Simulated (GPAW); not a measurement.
# Yb (Im-3m) in GPAW: a series of runs, part 2 of 2

GPAW 26.7.0. Earlier steps stand in the parts before.

## 4. Single point, LDA+U, collinear spin, ferromagnetic start

The input, run.py:

```python
from ase import Atoms
from ase.dft.bandgap import bandgap
from ase.io import write
from ase.units import GPa
from gpaw import GPAW, PW

atoms = Atoms(['Yb'],
              cell=[[-2.151483, 2.151483, 2.151483],
                    [2.151483, -2.151483, 2.151483],
                    [2.151483, 2.151483, -2.151483]],
              scaled_positions=[[0.0, 0.0, 0.0]],
              pbc=True)
atoms.set_initial_magnetic_moments([1.0])

calc = GPAW(mode=PW(800),
            xc='LDA',
            kpts={'size': (9, 9, 9), 'gamma': True},
            occupations={'name': 'fermi-dirac', 'width': 0.05},
            setups={'Yb': ':f,3.0'},
            nbands=24,
            convergence={'density': 1e-05, 'energy': 1e-05},
            maxiter=150,
            txt='gpaw.txt')
atoms.calc = calc
energy = atoms.get_potential_energy()
forces = atoms.get_forces()
stress = atoms.get_stress()
calc.write('gs.gpw')
write('result.traj', atoms)
print(f'Energy: {energy:.6f} eV')
print('Forces (eV/A):')
print(forces.round(4))
print('Stress (GPa):', (stress / GPa).round(3))
print('Moments:', calc.get_magnetic_moments().round(3))
print('Fermi level:', round(calc.get_fermi_level(), 4), 'eV')
print(f'Gap: {bandgap(calc)[0]:.4f} eV, direct: {bandgap(calc, direct=True)[0]:.4f} eV')
```

Potentials or basis: the program's PAW data sets (release 1.2.1) made for this functional, pw.

Started as:

```
$ OMP_NUM_THREADS=1 python run.py
```

gpaw.txt:

```text
__  _  _
 | _ |_)|_||  |
 |__||  | ||/\| - 26.7.0

Input parameters:
  mode=PW(ecut=800.0),
  convergence={'density': 1e-05, 'energy': 1e-05},
  kpts=MonkhorstPack(size=(9, 9, 9), gamma=True),
  maxiter=150,
  nbands=24,
  occupations=Occupations(name='fermi-dirac', width=0.05),
  setups={'Yb': ':f,3.0'},
  xc=XC(name='LDA')

Diagonalizing LCAO Hamiltonian
Converting LCAO to pw mode

       Yb

Atoms  # Å, Bohr magnetons
|   | symbol |        x |        y |        z |    initial magnetic moments |
|---|--------|----------|----------|----------|-----------------------------|
| 0 |     Yb | 0.000000 | 0.000000 | 0.000000 | ( 0.0000,  0.0000,  1.0000) |

Unit cell  # Å
| periodic |         x |         y |         z |  lengths |     angles |
|----------|-----------|-----------|-----------|----------|------------|
|      yes | -2.151483 |  2.151483 |  2.151483 | 3.726478 | 109.471221 |
|      yes |  2.151483 | -2.151483 |  2.151483 | 3.726478 | 109.471221 |
|      yes |  2.151483 |  2.151483 | -2.151483 | 3.726478 | 109.471221 |

Number of symmetries: 48
Symmetry operations  # r_c * U_cc + t_c -> r_c
|    | kind |            matrix            |
|----|------|------------------------------|
|  0 |  σ   |  1, 1, 1,  0, 0,-1,  0,-1, 0 |
|  1 |  C4  |  1, 1, 1,  0, 0,-1, -1, 0, 0 |
|  2 |  C2  |  1, 1, 1,  0,-1, 0,  0, 0,-1 |
|  3 |  S6  |  1, 1, 1,  0,-1, 0, -1, 0, 0 |
|  4 |  S6  |  1, 1, 1, -1, 0, 0,  0, 0,-1 |
|  5 |  C4  |  1, 1, 1, -1, 0, 0,  0,-1, 0 |
|  6 |  E   |  1, 0, 0,  0, 1, 0,  0, 0, 1 |
|  7 |  σ   |  1, 0, 0,  0, 1, 0, -1,-1,-1 |
|  8 |  σ   |  1, 0, 0,  0, 0, 1,  0, 1, 0 |
|  9 |  C3  |  1, 0, 0,  0, 0, 1, -1,-1,-1 |
| 10 |  C3  |  1, 0, 0, -1,-1,-1,  0, 1, 0 |
| 11 |  σ   |  1, 0, 0, -1,-1,-1,  0, 0, 1 |
| 12 |  σ   |  0, 1, 0,  1, 0, 0,  0, 0, 1 |
| 13 |  C2  |  0, 1, 0,  1, 0, 0, -1,-1,-1 |
| 14 |  C3  |  0, 1, 0,  0, 0, 1,  1, 0, 0 |
| 15 |  S4  |  0, 1, 0,  0, 0, 1, -1,-1,-1 |
| 16 |  S4  |  0, 1, 0, -1,-1,-1,  1, 0, 0 |
| 17 |  C3  |  0, 1, 0, -1,-1,-1,  0, 0, 1 |
| 18 |  C3  |  0, 0, 1,  1, 0, 0,  0, 1, 0 |
| 19 |  S4  |  0, 0, 1,  1, 0, 0, -1,-1,-1 |
| 20 |  σ   |  0, 0, 1,  0, 1, 0,  1, 0, 0 |
| 21 |  C3  |  0, 0, 1,  0, 1, 0, -1,-1,-1 |
| 22 |  C2  |  0, 0, 1, -1,-1,-1,  1, 0, 0 |
| 23 |  S4  |  0, 0, 1, -1,-1,-1,  0, 1, 0 |
| 24 |  C4  |  0, 0,-1,  1, 1, 1,  0,-1, 0 |
| 25 |  σ   |  0, 0,-1,  1, 1, 1, -1, 0, 0 |
| 26 |  S6  |  0, 0,-1,  0,-1, 0,  1, 1, 1 |
[... 130 lines left out ...]
- Maximum [total energy] change in last 3 cyles: 1e-05 eV / valence electron
- Maximum integral of absolute [eigenst]ate change: 4e-08 eV^2 / valence electron
maximum number of iterations: 150

SCF iterations
|iter     | |      energy | eigst |  dens |  magmom |
|---------|-|-------------|-------|-------|---------|
|iter:   1| |   -7.195744 | +0.10 |       |  +0.8447|
|iter:   2| |   -5.625934 | -2.00 | -0.92 |  +0.8086|
|iter:   3| |   -3.725390 | -0.21 | -0.97 |  +0.3928|
|iter:   4| |   -2.017321 | -0.63 | -0.58 |  +0.6038|
|iter:   5| |   -1.733609 | -2.43 | -1.24 |  +0.5166|
|iter:   6| |   -1.592214 | -2.69 | -1.32 |  +0.3943|
|iter:   7| |   -1.371146 | -1.67 | -1.43 |  +0.2006|
|iter:   8| |   -1.447490 | -2.13 | -1.97 |  +0.2080|
|iter:   9| |   -1.382748 | -2.02 | -1.68 |  +0.0759|
|iter:  10| |   -1.385180 | -3.93 | -2.11 |  -0.0506|
|iter:  11| |   -1.380613 | -4.40 | -2.10 |  -0.0623|
|iter:  12| |   -1.375590 | -3.34 | -2.17 |  -0.0137|
|iter:  13| |   -1.375710 | -5.35 | -3.01 |  +0.0034|
|iter:  14| |   -1.375645c| -5.30 | -3.21 |  +0.0023|
|iter:  15| |   -1.375646c| -7.81c| -4.17 |  +0.0013|
|iter:  16| |   -1.375646c| -7.93c| -4.43 |  +0.0001|
|iter:  17| |   -1.375646c| -8.68c| -5.37c|  +0.0000|

Converged in 17 steps
Energy contributions relative to reference atoms: (reference = -382350.430198)

Energy contributions:
  Kinetic:          -5.441617
  Coulomb:           6.776735
  Zero:             -0.003800
  External:          0.000000
  Xc:               -2.703155
  Entropy:          -0.007618
  Spinorbit:         0.000000
  ----------------------------
  Free energy:      -1.379455
  Extrapolated:     -1.375646

dipole moment: (-9.816063, -9.816063, -9.816063)  # |e|*Ang

Total magnetic moment: (0.000000, 0.000000, 0.000009)

Local magnetic moments
|        x |        y |        z |
|----------|----------|----------|
| 0.000000 | 0.000000 | 0.000007 |  # Yb   0

Fermi level: 5.320
Eigenvalues  # (at kpt = [0.000, 0.000, 0.000])
| band index |      eig [eV] | occ [0-1] |      eig [eV] | occ [0-1] |
|------------|---------------|-----------|---------------|-----------|
|          0 |       -45.723 |     1.000 |       -45.723 |     1.000 |
|        ... |               |           |               |           |
|          4 |         0.392 |     1.000 |         0.392 |     1.000 |
|          5 |         4.440 |     1.000 |         4.440 |     1.000 |
|          6 |         4.440 |     1.000 |         4.440 |     1.000 |
|          7 |         4.440 |     1.000 |         4.440 |     1.000 |
|          8 |         4.529 |     1.000 |         4.529 |     1.000 |
|          9 |         4.529 |     1.000 |         4.529 |     1.000 |
[... 8 lines left out ...]
|         18 |        15.582 |     0.000 |        15.582 |     0.000 |
|         19 |        15.582 |     0.000 |        15.582 |     0.000 |
|        ... |               |           |               |           |
|         23 |        21.701 |     0.000 |        21.701 |     0.000 |

No gap
No difference between direct/indirect transitions

Forces  # eV/Ang
|       x |        y |        z |
|---------|----------|----------|
| 0.00000 | -0.00000 | -0.00000 |  # Yb   0

Stress tensor  # eV/Ang^3
|         x |         y |         z |
|-----------|-----------|-----------|
|  0.019335 | -0.000000 | -0.000000 |
| -0.000000 |  0.019335 |  0.000000 |
| -0.000000 |  0.000000 |  0.019335 |

# Writing to gs.gpw (mode='')
```

stdout:

```text
Energy: -1.375646 eV
Forces (eV/A):
[[ 0. -0. -0.]]
Stress (GPa): [ 3.098  3.098  3.098  0.    -0.    -0.   ]
Moments: [0.]
Fermi level: 5.3199 eV
Gap: 0.0000 eV, direct: 0.0000 eV
```

Run time: 93 s. Hardware: 1 thread of Arm Neoverse V1, shared host; peak memory 0.24 GiB.

Results:

```yaml
Free_energy: -1.3795 eV
Pressure: -3.1 GPa
Band_gap_on_the_k_mesh: none (metal or under the smearing width)
Net_moment: 0.00 μB per cell
```

Caveat: one-centre terms of the f shell are cut off; spin-orbit coupling is left out, which moves the levels of the heavy elements. The state reached can hang on the start; a lower one may exist.

## 5. Single point, LDA+U, collinear spin, ferromagnetic start

Changes to run.py since step 4:

```diff
@@ -18,3 +18,3 @@
             occupations={'name': 'fermi-dirac', 'width': 0.05},
-            setups={'Yb': ':f,3.0'},
+            setups={'Yb': ':f,4.0'},
             nbands=24,
```

Started as:

```
$ OMP_NUM_THREADS=1 python run.py
```

It took 86 s on 1 thread of Arm Neoverse V1, shared host; peak memory 0.24 GiB.

It converged, with:

| Property | Result |
| --- | --- |
| Free energy | -1.3539 eV |
| Pressure | -2.7 GPa |
| Band gap on the k mesh | none (metal or under the smearing width) |
| Net moment | 0.00 μB per cell |

Levels at points of the mesh, in eV from the Fermi level:
Spin up:
```csv
k point,band 9,band 10,band 11,band 12,band 13,band 14,band 15,band 16
"(0.00, 0.00, 0.00)",-1.04,-1.04,-1.04,-1.01,2.93,2.93,2.93,4.71
```
Spin down:
| k point | band 10 | band 11 | band 12 | band 13 | band 14 | band 15 |
| --- | --- | --- | --- | --- | --- | --- |
| (0.00, 0.00, 0.00) | -1.04 | -1.04 | -1.01 | 2.93 | 2.93 | 2.93 |

Caveat: one-centre terms of the f shell are cut off; spin-orbit coupling is left out, which moves the levels of the heavy elements. The state reached can hang on the start; a lower one may exist.

## 6. Single point, LDA+U, collinear spin, ferromagnetic start

Changes to run.py since step 5:

```diff
@@ -18,3 +18,3 @@
             occupations={'name': 'fermi-dirac', 'width': 0.05},
-            setups={'Yb': ':f,4.0'},
+            setups={'Yb': ':f,5.0'},
             nbands=24,
```

Potentials or basis: the program's PAW data sets (release 1.2.1) made for this functional, pw.

Started as:

```
$ OMP_NUM_THREADS=1 python run.py
```

gpaw.txt:

```text
__  _  _
 | _ |_)|_||  |
 |__||  | ||/\| - 26.7.0

Input parameters:
  mode=PW(ecut=800.0),
  convergence={'density': 1e-05, 'energy': 1e-05},
  kpts=MonkhorstPack(size=(9, 9, 9), gamma=True),
  maxiter=150,
  nbands=24,
  occupations=Occupations(name='fermi-dirac', width=0.05),
  setups={'Yb': ':f,5.0'},
  xc=XC(name='LDA')

Diagonalizing LCAO Hamiltonian
Converting LCAO to pw mode

       Yb

Atoms  # Å, Bohr magnetons
|   | symbol |        x |        y |        z |    initial magnetic moments |
|---|--------|----------|----------|----------|-----------------------------|
| 0 |     Yb | 0.000000 | 0.000000 | 0.000000 | ( 0.0000,  0.0000,  1.0000) |

Unit cell  # Å
| periodic |         x |         y |         z |  lengths |     angles |
|----------|-----------|-----------|-----------|----------|------------|
[... 205 lines left out ...]
dipole moment: (-9.791825, -9.791825, -9.791825)  # |e|*Ang

Total magnetic moment: (0.000000, 0.000000, -0.000028)

Local magnetic moments
|        x |        y |         z |
|----------|----------|-----------|
| 0.000000 | 0.000000 | -0.000002 |  # Yb   0

Fermi level: 5.327
Eigenvalues  # (at kpt = [0.000, 0.000, 0.000])
| band index |      eig [eV] | occ [0-1] |      eig [eV] | occ [0-1] |
|------------|---------------|-----------|---------------|-----------|
|          0 |       -45.435 |     1.000 |       -45.435 |     1.000 |
|        ... |               |           |               |           |
|          4 |         0.403 |     1.000 |         0.402 |     1.000 |
|          5 |         3.921 |     1.000 |         3.921 |     1.000 |
|          6 |         3.921 |     1.000 |         3.921 |     1.000 |
|          7 |         3.921 |     1.000 |         3.921 |     1.000 |
|          8 |         4.003 |     1.000 |         4.003 |     1.000 |
|          9 |         4.003 |     1.000 |         4.003 |     1.000 |
[... 8 lines left out ...]
|         18 |        15.532 |     0.000 |        15.532 |     0.000 |
|         19 |        15.532 |     0.000 |        15.532 |     0.000 |
|        ... |               |           |               |           |
|         23 |        21.735 |     0.000 |        21.735 |     0.000 |

No gap
No difference between direct/indirect transitions

Forces  # eV/Ang
|        x |       y |       z |
|----------|---------|---------|
| -0.00000 | 0.00000 | 0.00000 |  # Yb   0

Stress tensor  # eV/Ang^3
|         x |         y |         z |
|-----------|-----------|-----------|
|  0.014765 | -0.000000 | -0.000000 |
| -0.000000 |  0.014765 |  0.000000 |
| -0.000000 |  0.000000 |  0.014765 |

# Writing to gs.gpw (mode='')
```

stdout:

```text
Energy: -1.336309 eV
Forces (eV/A):
[[-0.  0.  0.]]
Stress (GPa): [ 2.366  2.366  2.366  0.    -0.    -0.   ]
Moments: [-0.]
Fermi level: 5.3266 eV
Gap: 0.0000 eV, direct: 0.0000 eV
```

Wall time 93 s (1 thread of Arm Neoverse V1, shared host); peak memory 0.24 GiB.

Results:

- Free energy: -1.3401 eV
- Pressure: -2.4 GPa
- Band gap on the k mesh: none (metal or under the smearing width)
- Net moment: 0.00 μB per cell

Levels at points of the mesh, in eV from the Fermi level:
Spin up:
| k point | band 9 | band 10 | band 11 | band 12 | band 13 | band 14 | band 15 | band 16 |
| --- | --- | --- | --- | --- | --- | --- | --- | --- |
| (0.00, 0.00, 0.00) | -1.32 | -1.32 | -1.32 | -1.29 | 2.96 | 2.96 | 2.96 | 4.74 |
Spin down:
```tsv
k point	band 8	band 9	band 10	band 11	band 12	band 13	band 14	band 15	band 16	band 17
(0.00, 0.00, 0.00)	-1.41	-1.32	-1.32	-1.32	-1.29	2.96	2.96	2.96	4.74	4.74
```

Caveat: one-centre terms of the f shell are cut off; spin-orbit coupling is left out, which moves the levels of the heavy elements. The state reached can hang on the start; a lower one may exist.

## 7. Overview

```tsv
U	gap on the mesh (eV)	pressure (GPa)	moment (μB)
Yb f U = 1 eV	none	-4.0	0.00
Yb f U = 2 eV	none	-3.5	0.00
Yb f U = 3 eV	none	-3.1	0.00
Yb f U = 4 eV	none	-2.7	0.00
Yb f U = 5 eV	none	-2.4	0.00
```

Alike in all rows: task single point; level LDA+U; potentials or basis the program's PAW data sets (release 1.2.1) made for this functional, pw; spin collinear, ferromagnetic start; cell as given; k mesh 9 × 9 × 9; cutoff (eV) 800; smearing fermi-dirac 0.05 eV.

Every run on the cell as given and a fine mesh finds a metal.

Caveats: one-centre terms of the f shell are cut off; spin-orbit coupling is left out, which moves the levels of the heavy elements.

Total energies depend on the potentials used, so only differences within one code and one set of settings carry meaning.
